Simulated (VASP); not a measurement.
TaS2: band structure with PBE+D3(BJ)

TaS2:

```
Ta S
1.0
     3.32665    0.00000    0.00000
    -1.66333    2.88096    0.00000
     0.00000    0.00000    5.79164
Ta S
1 2
Cartesian
  0.0000 0.0000 0.0000
  0.0000 1.9206 1.5465
  1.6633 0.9603 4.2452
```

```json
{
  "Program": "VASP 6.6.1",
  "Task": "band structure",
  "Functional": "PBE",
  "Dispersion": "D3(BJ)",
  "Potentials or basis": "VASP PAW PBE potentials, release 64 (Ta_pv, S)",
  "Cutoff": "520 eV",
  "k mesh": "15 × 15 × 6",
  "Occupations": "methfessel-paxton, width 0.1 eV",
  "Spin": "no spin polarisation",
  "Further INCAR settings": "ALGO = Normal; EDIFF = 1e-06; NBANDS = 18"
}
```

```json
{
 "Pressure": "0.0 GPa",
 "Band gap along the path": "none (metal or under the smearing width)",
 "Dispersion energy per atom": "-0.426 eV"
}
```

Forces in eV/Å, atoms in the order of the input:
```
Ta   0.000  0.000  0.000
S    0.000  0.000 -0.003
S    0.000  0.000  0.003
```

Levels at the corners of the path, in eV from the Fermi level:
```csv
point,band 8,band 9,band 10,band 11,band 12,band 13,band 14,band 15
Γ,-3.79,-1.12,-0.59,-0.59,-0.06,0.21,0.21,3.69
M,-4.52,-3.76,-3.60,-2.17,-0.95,2.67,3.26,4.24
M,-4.52,-3.76,-3.60,-2.17,-0.95,2.67,3.26,4.24
K,-5.43,-3.80,-3.80,-3.13,1.54,2.10,2.10,4.03
K,-5.43,-3.80,-3.80,-3.13,1.54,2.10,2.10,4.03
Γ,-3.79,-1.12,-0.59,-0.59,-0.06,0.21,0.21,3.69
Γ,-3.79,-1.12,-0.59,-0.59,-0.06,0.21,0.21,3.69
A,-3.74,-3.74,-0.82,-0.82,0.16,0.16,1.06,4.26
A,-3.74,-3.74,-0.82,-0.82,0.16,0.16,1.06,4.26
L,-4.42,-3.97,-2.10,-1.71,-1.45,2.66,3.26,4.10
L,-4.42,-3.97,-2.10,-1.71,-1.45,2.66,3.26,4.10
H,-5.27,-3.98,-3.54,-3.54,1.23,1.23,1.60,5.25
H,-5.27,-3.98,-3.54,-3.54,1.23,1.23,1.60,5.25
A,-3.74,-3.74,-0.82,-0.82,0.16,0.16,1.06,4.26
L,-4.42,-3.97,-2.10,-1.71,-1.45,2.66,3.26,4.10
M,-4.52,-3.76,-3.60,-2.17,-0.95,2.67,3.26,4.24
K,-5.43,-3.80,-3.80,-3.13,1.54,2.10,2.10,4.03
H,-5.27,-3.98,-3.54,-3.54,1.23,1.23,1.60,5.25
```

Core levels (eV, on the scale of the bands):
```
atom                                                                                                                          levels
1 Ta  1s -67333.0, 2s -11558.8, 2p -10126.0, 3s -2640.3, 3p -2214.4, 3d -1718.1, 4s -530.4, 4p -390.7, 4d -212.1, 4f -14.7, 5s -62.9
 2 S                                                                                                1s -2393.9, 2s -200.0, 2p -144.7
 3 S                                                                                                1s -2393.9, 2s -200.0, 2p -144.7
```

It took 2.1 min on 1 thread of Intel(R) Xeon(R) Platinum 8488C (Sapphire Rapids) (shared host), peak memory 0.34 GiB.

Caveat: spin-orbit coupling is left out, which moves the levels of the heavy elements; pairwise dispersion overbinds metals, which lowers pressure and volume.
